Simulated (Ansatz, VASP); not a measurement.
## CaO (Lime): VASP beside Ansatz

Aim: how closely do two programs agree when they are given the same cell, functional and k mesh?

Main program and level: Ansatz 0.2.0; plane waves, with VASP 6.6.1 beside it; band structure at PBE.

## Step 1: The starting structure

It takes space group Fm-3m (No. 225, cubic). The conventional cell has a = 4.813 Å, b = 4.813 Å, c = 4.813 Å, α = 90.00°, β = 90.00°, γ = 90.00°. Nearest to Ca lie 6 O at 2.41 Å. O has 6 Ca at 2.41 Å nearest. Farther neighbours and most contacts between anions are not listed.

## Step 2: Ansatz: band structure, PBE

Ansatz runs on its default PAW (the set named soft_2) files.

Levels along a path test the potential and the projectors away from the mesh points.

File input.yaml:

```yaml
crystal:
  lattice:
    - [0.0, 2.4065, 2.4065]
    - [2.4065, 0.0, 2.4065]
    - [2.4065, 2.4065, 0.0]
  atoms:
    - { symbol: Ca, position: [0.0, 0.0, 0.0] }
    - { symbol: O, position: [0.5, 0.5, 0.5] }
hamiltonian:
  xc: pbe
  pseudopotentials: { kind: paw }
kpoints:
  mp_grid: { grid: [6, 6, 6] }
  band_path:
    path:
      - [0.0, 0.0, 0.0]
      - [0.18182, 0.0, 0.18182]
      - [0.36364, 0.0, 0.36364]
      - [0.5, 0.0, 0.5]
      - [0.5, 0.09091, 0.59091]
      - [0.5, 0.18182, 0.68182]
      - [0.5, 0.25, 0.75]
      - [0.45455, 0.29545, 0.75]
      - [0.40909, 0.34091, 0.75]
      - [0.375, 0.375, 0.75]
      - [0.20455, 0.20455, 0.40909]
      - [0.06818, 0.06818, 0.13636]
      - [0.04545, 0.04545, 0.04545]
      - [0.22727, 0.22727, 0.22727]
      - [0.40909, 0.40909, 0.40909]
      - [0.51136, 0.47727, 0.51136]
      - [0.55682, 0.38636, 0.55682]
      - [0.60227, 0.29545, 0.60227]
      - [0.61364, 0.25, 0.63636]
      - [0.56818, 0.25, 0.68182]
      - [0.51136, 0.25, 0.73864]
      - [0.5, 0.29545, 0.70455]
      - [0.5, 0.38636, 0.61364]
      - [0.5, 0.47727, 0.52273]
      - [0.47727, 0.47727, 0.54545]
      - [0.43182, 0.43182, 0.63636]
      - [0.38636, 0.38636, 0.72727]
      - [0.60227, 0.20455, 0.60227]
      - [0.55682, 0.11364, 0.55682]
      - [0.5, 0.0, 0.5]
    npoints: 1
scf:
  occupations: { method: gaussian, width: 0.01 }
  n_extra_bands: 7
output:
  forces: true
  stress: true
  eigenvalues: true
```

The run is started by

```sh
> ansatz run input.yaml --threads 2 --pin off --max-ram 4608MiB --backend cpu --events-out ev --progress --plain --runs-dir out
```

Numbers of over 12 decimals in the logs are rounded to 6 here.

The log of the run:

```text
scf.n_extra_bands = 7 over 8 filled bands (N_el = 16.0): the run solves 15 bands
Engine: ansatz 0.2.0, aarch64-unknown-linux-gnu
Pseudopotentials: kind: paw
Pseudopotential: Ca, paw, valence charge 10, recommended cutoff 420 eV (normal), Ca.paw.azcp
Pseudopotential: O, paw, valence charge 6, recommended cutoff 420 eV (normal), O.paw.azcp
Functional definition: PBE
  parameter kappa = 0.804
  parameter beta = 0.066725
  exchange = pbe_x(kappa = kappa, mu = beta*pi^2/3)
  correlation = pbe_c(beta = beta)
Crystal: 2 atoms, lattice volume = 27.873 Å³
Basis set: ecut = 420 eV, 537 PW (Γ), exchange–correlation on 48×48×48 points (8 copies of the dense FFT grid, shifted against one another)
Bands: 15, of which v1, the nominal top of the filled ones, is band 8 counted from 1 (7 counted from 0)
Symmetry: 48 space group operations
Space group: Fm-3m (ITA 225), of the structure as read, at distance tolerance 3.0e-5 Å
k-points: 16 of 216
Non-local potential: Ca, projectors of the file, l = 0: 3, l = 1: 2, l = 2: 2
Non-local potential: O, projectors of the file, l = 0: 2, l = 1: 2, l = 2: 1
PAW form: soft (Blöchl's): semilocal exchange-correlation on the pseudo side does not see the compensation charge
PAW one-centre angular grid: Ca, 110 points (default); XC on 64 Gauss nodes
PAW one-centre angular grid: O, 110 points (default); XC on 64 Gauss nodes
Initial density: superposition of atomic densities (neutral atoms: chi_scale 0, normalization atom), corrected by the library's trained network
Initial wavefunctions: pseudopotential atomic-orbital guess
Functional: x = pbe(κ = 0.804, μ = 0.219515), c = pbe(β = 0.066725)
SCF iter   1: F=—  HF=-2387.721261 eV  |F-HF|=—  |Δ(HF+E_count)|=         —  Δρ=9.34e-4  dr2=1.86e-4  ethr=1.77e-3  ⟨swp⟩=7.1  Hψ=1557  notcnv=0
preconditioner: auto → none  [insulator: Δε(μ)=3.654 eV  Ē_g=19.958 eV  σ=0.010 eV  W_gap=1.00  n_scr=8 (ndim 8)  ℏωp=26.3 eV  f_vac=0.000  D(μ)=0.00/eV (n_scr^D=0)  ε∞_Penn≈2.7]
SCF iter   2: F=—  HF=-2387.721391 eV  |F-HF|=—  |Δ(HF+E_count)|=   1.30e-4  Δρ=7.46e-4  dr2=1.54e-4  ethr=1.17e-6  ⟨swp⟩=2.2  Hψ=582  notcnv=0  defer=19
SCF iter   3: F=—  HF=-2387.721381 eV  |F-HF|=—  |Δ(HF+E_count)|=   9.78e-6  Δρ=4.44e-4  dr2=5.44e-5  ethr=9.62e-7  ⟨swp⟩=1.0  Hψ=221  notcnv=0  defer=19
SCF iter   4: F=—  HF=-2387.721395 eV  |F-HF|=—  |Δ(HF+E_count)|=   1.32e-5  Δρ=2.61e-4  dr2=1.30e-5  ethr=3.40e-7  ⟨swp⟩=1.0  Hψ=221  notcnv=0  defer=19
SCF iter   5: F=—  HF=-2387.721412 eV  |F-HF|=—  |Δ(HF+E_count)|=   1.75e-5  Δρ=2.07e-4  dr2=4.97e-6  ethr=8.13e-8  ⟨swp⟩=2.0  Hψ=278  notcnv=0  defer=19
SCF iter   6: F=—  HF=-2387.721450 eV  |F-HF|=—  |Δ(HF+E_count)|=   3.79e-5  Δρ=4.16e-4  dr2=4.83e-5  ethr=3.11e-8  ⟨swp⟩=2.0  Hψ=285  notcnv=0  defer=19  recentre
SCF iter   7: F=—  HF=-2387.721444 eV  |F-HF|=—  |Δ(HF+E_count)|=   6.05e-6  Δρ=2.48e-4  dr2=1.75e-5  ethr=3.11e-8  ⟨swp⟩=2.1  Hψ=269  notcnv=0  defer=19
SCF iter   8: F=—  HF=-2387.721442 eV  |F-HF|=—  |Δ(HF+E_count)|=   2.15e-6  Δρ=1.52e-4  dr2=6.77e-6  ethr=3.11e-8  ⟨swp⟩=1.4  Hψ=238  notcnv=0  defer=19
SCF iter   9: F=—  HF=-2387.721441 eV  |F-HF|=—  |Δ(HF+E_count)|=   1.16e-6  Δρ=7.91e-5  dr2=1.85e-6  ethr=3.11e-8  ⟨swp⟩=1.0  Hψ=221  notcnv=0  defer=19
SCF iter  10: F=-2387.721440 eV  HF=-2387.721440 eV  |F-HF|=3.77e-11  |Δ(HF+E_count)|=   4.25e-7  Δρ=4.99e-7  dr2=7.97e-11  ethr=6.25e-10  ⟨swp⟩=6.3  Hψ=1039  notcnv=0
SCF 1 converged in 10 iterations: F = -2387.721440 eV  dr2 = 7.97e-11
  greatest PAW one-centre occupation: 0.995 electrons in one spin orbital (limit 2), on the Ca atom at site 0 (counted from 0), in its partial waves of l = 0
NSCF: frozen V_eff on 30 k-points
SCF converged after 10 iterations
Free energy (F): -2387.721440 eV
Harris-Foulkes:  -2387.721440 eV  (|F-HF|=3.77e-11)
Internal energy: -2387.721440 eV  (E = F + TS)
E sigma→0 (E₀):  -2387.721440 eV
Fermi energy:    9.476910 eV
--- Per-component energies (eV) ---
  E_band       = -101.739276
  E_kinetic    = 456.080138
  E_local      = -893.741949  (includes V_loc(G=0)·N_el)
  E_nonlocal   = 111.481434
  E_hartree    = 296.408380
  E_xc         = -213.279007
  E_vxc        = -268.334301  (∫ρ·V_xc dr)
  E_paw        = -1016.292969  (= ΣΔE_a)
  E_vpaw       = -100.043730  (= ΣTr[D̂ρ^β])
  E_aug_tail   = 0.002430  (compensation charges beyond the density's cutoff)
  E_ewald      = -1128.379897
  E_smearing   = -0.000000  (= −TS)
  E_closure    = 0.000000  (closes the sum)
  Σ components = -2387.721440   (vs F -2387.721440, Δ=0.00e0)
--- Forces (eV/Å), atoms counted from 1 ---
  atom   1  Ca    -0.00000000     0.00000000    -0.00000000
  atom   2  O      0.00000000    -0.00000000    -0.00000000
  max |Σ_I F_I| component: 1.49e-29 eV/Å
--- Stress (GPa, compression-positive) ---
        1.197899      -0.000000       0.000000
        0.000000       1.197899       0.000000
       -0.000000       0.000000       1.197899
  P = ⅓ Tr σ = 1.1979 GPa (11.979 kbar)
--- Band table (eV; the first three rows and the last of 16) ---
  k-point 0: bands = [... 4 lower, -7.8592, 7.6492, 7.6492, 7.6492, 12.3463, 13.8763, 13.8763, 13.8763, ... 3 higher]
  k-point 1: bands = [... 4 lower, -7.5063, 6.7977, 7.3053, 7.3053, 13.4499, 13.8520, 14.3295, 14.3295, ... 3 higher]
  k-point 2: bands = [... 4 lower, -6.9375, 5.5515, 6.7208, 6.7208, 14.1773, 15.3678, 15.3706, 15.3706, ... 3 higher]
  k-point 15: bands = [... 4 lower, -7.3396, 6.4400, 6.5875, 6.8440, 12.6773, 15.3025, 15.9620, 17.1610, ... 3 higher]
```

The job ended after 1.1 s (2 threads of Arm Neoverse N1, shared host; peak memory 0.23 GiB).

## Step 3: VASP: band structure, PBE

The same cell, functional, mesh and smearing now go to VASP, with its own data sets and cutoff.

Lines of VASP's logs that name or quote its potential files are left out, and so is its time.

File INCAR:

```
SYSTEM = CaO
PREC = Accurate
ENCUT = 440
EDIFF = 1E-08
NELM = 100
ISMEAR = 0
SIGMA = 0.01
LREAL = .FALSE.
ALGO = Normal
GGA = PE
NBANDS = 14
LORBIT = 11
LWAVE = .TRUE.
LCHARG = .FALSE.
KPAR = 8
```

File POSCAR:

```
CaO
1.0
    0.0000000000      2.4065000000      2.4065000000
    2.4065000000      0.0000000000      2.4065000000
    2.4065000000      2.4065000000      0.0000000000
Ca O
1 1
Direct
    0.0000000000      0.0000000000      0.0000000000
    0.5000000000      0.5000000000      0.5000000000
```

File KPOINTS:

```
Automatic mesh
0
Gamma
6 6 6
0 0 0
```

File KPOINTS_OPT:

```
Line mode
12
Line-mode
Reciprocal
  0.00000000   0.00000000   0.00000000 GAMMA
  0.50000000   0.00000000   0.50000000 X

  0.50000000   0.00000000   0.50000000 X
  0.50000000   0.25000000   0.75000000 W

  0.50000000   0.25000000   0.75000000 W
  0.37500000   0.37500000   0.75000000 K

  0.37500000   0.37500000   0.75000000 K
  0.00000000   0.00000000   0.00000000 GAMMA

  0.00000000   0.00000000   0.00000000 GAMMA
  0.50000000   0.50000000   0.50000000 L

  0.50000000   0.50000000   0.50000000 L
  0.62500000   0.25000000   0.62500000 U

  0.62500000   0.25000000   0.62500000 U
  0.50000000   0.25000000   0.75000000 W

  0.50000000   0.25000000   0.75000000 W
  0.50000000   0.50000000   0.50000000 L

  0.50000000   0.50000000   0.50000000 L
  0.37500000   0.37500000   0.75000000 K

  0.62500000   0.25000000   0.62500000 U
  0.50000000   0.00000000   0.50000000 X
```

PAW data sets: Ca_sv_GW and O_GW (PBE family, release 64).

The run is started by

```sh
> mpirun -np 8 vasp_std
```

The log of the run:

```text
[banner, memory and clock lines left out]
running    8 mpi-ranks, on    1 nodes
 distrk:  each k-point on    1 cores,    8 groups
 distr:  one band on    1 cores,    1 groups

 POSCAR found type information on POSCAR CaO
 POSCAR found :  2 types and       2 ions
|                                                                             |
|           W    W    AA    RRRRR   N    N  II  N    N   GGGG   !!!           |
|           W    W   A  A   R    R  NN   N  II  NN   N  G    G  !!!           |
|           W    W  A    A  R    R  N N  N  II  N N  N  G       !!!           |
|           W WW W  AAAAAA  RRRRR   N  N N  II  N  N N  G  GGG   !            |
|           WW  WW  A    A  R   R   N   NN  II  N   NN  G    G                |
|           W    W  A    A  R    R  N    N  II  N    N   GGGG   !!!           |
|                                                                             |
|     For optimal performance we recommend to set                             |
|       NCORE = 2 up to number-of-cores-per-socket                            |
|     NCORE specifies how many cores store one orbital (NPAR=cpu/NCORE).      |
|     This setting can greatly improve the performance of VASP for DFT.       |
|     The default, NCORE=1 might be grossly inefficient on modern             |
|     multi-core architectures or massively parallel machines. Do your        |
|     Unfortunately you need to use the default for GW and RPA                |
|     calculations (for HF NCORE is supported but not extensively tested      |
|     yet).                                                                   |
|                                                                             |

 LDA part: xc-table for (Slater+PW92), standard interpolation
 POSCAR, INCAR and KPOINTS ok, starting setup
 FFT: planning ... GRIDC
 FFT: planning ... GRID_SOFT
 FFT: planning ... GRID
 WAVECAR not read
 entering main loop
       N       E                     dE             d eps       ncg     rms          rms(c)
DAV:   1     0.161778058485E+03    0.16178E+03   -0.67428E+03   456   0.104E+03
DAV:   2    -0.103475206449E+02   -0.17213E+03   -0.15408E+03   554   0.439E+02
DAV:   3    -0.216919406329E+02   -0.11344E+02   -0.11041E+02   746   0.121E+02
DAV:   4    -0.218596270507E+02   -0.16769E+00   -0.16751E+00   604   0.142E+01
DAV:   5    -0.218606895964E+02   -0.10625E-02   -0.10619E-02   618   0.100E+00    0.127E+01
DAV:   6    -0.179740511190E+02    0.38866E+01   -0.11068E+01   756   0.444E+01    0.149E+01
DAV:   7    -0.178407039459E+02    0.13335E+00   -0.58909E-01   566   0.938E+00    0.731E+00
DAV:   8    -0.177706675214E+02    0.70036E-01   -0.18775E-01   598   0.606E+00    0.142E+00
DAV:   9    -0.177713408788E+02   -0.67336E-03   -0.12484E-02   712   0.180E+00    0.302E-01
DAV:  10    -0.177711403831E+02    0.20050E-03   -0.53022E-03   610   0.113E+00    0.843E-02
DAV:  11    -0.177710815551E+02    0.58828E-04   -0.25965E-04   544   0.292E-01    0.337E-02
DAV:  12    -0.177711022647E+02   -0.20710E-04   -0.82923E-05   598   0.116E-01    0.311E-02
DAV:  13    -0.177711008001E+02    0.14646E-05   -0.98244E-06   650   0.531E-02    0.178E-02
DAV:  14    -0.177711009807E+02   -0.18064E-06   -0.52259E-07   670   0.118E-02    0.385E-03
DAV:  15    -0.177711011603E+02   -0.17955E-06   -0.12880E-07   582   0.366E-03    0.268E-03
DAV:  16    -0.177711010909E+02    0.69324E-07   -0.39888E-09   296   0.866E-04    0.117E-03
DAV:  17    -0.177711010545E+02    0.36413E-07   -0.89785E-10   278   0.628E-04    0.207E-04
DAV:  18    -0.177711010463E+02    0.82671E-08   -0.65275E-10   254   0.412E-04
   1 F= -.17771101E+02 E0= -.17771101E+02  d E =-.123404E-27
 Start KPOINTS_OPT (optional k-point list driver)
k-point batch [1-16\120]
       N       E                     dE             ncg
DAV:   1     0.784956963011E+03   -0.52866E+04      448
DAV:   2    -0.206704352174E+04   -0.28520E+04      538
DAV:   3    -0.235550573446E+04   -0.28846E+03      794
DAV:   4    -0.236256596796E+04   -0.70602E+01      596
DAV:   5    -0.236262508462E+04   -0.59117E-01      602
DAV:   6    -0.236262716013E+04   -0.20755E-02      596
DAV:   7    -0.236262719343E+04   -0.33299E-04      632
DAV:   8    -0.236262719442E+04   -0.99545E-06      596
DAV:   9    -0.236262719444E+04   -0.17796E-07      520
DAV:  10    -0.236262719444E+04   -0.75306E-09      314
[...]
k-point batch [113-120\120]
       N       E                     dE             ncg
DAV:   1     0.532085908056E+04   -0.51728E+04      224
DAV:   2     0.396161155708E+04   -0.13592E+04      290
DAV:   3     0.385500899663E+04   -0.10660E+03      384
DAV:   4     0.385342095288E+04   -0.15880E+01      270
DAV:   5     0.385338358565E+04   -0.37367E-01      344
DAV:   6     0.385338275343E+04   -0.83222E-03      270
DAV:   7     0.385338272417E+04   -0.29254E-04      344
DAV:   8     0.385338272359E+04   -0.58023E-06      270
DAV:   9     0.385338272358E+04   -0.11277E-07      312
DAV:  10     0.385338272358E+04   -0.45702E-09      172
 writing wavefunctions
```

(Part 1 of 2 ends here.)

[Lines on the potential files, build, host, timing and source positions are cut from VASP's logs without a mark.]

[Logs are printed without paths, hosts, clocks, repeated set-up lines and the standing remarks that a program may print on its own settings, such as how far it seeks lower states.]

[Hosts, paths, dates, database ids (printed as entryN), source tags and the programs' standing remarks are cut or masked in the printed files.]
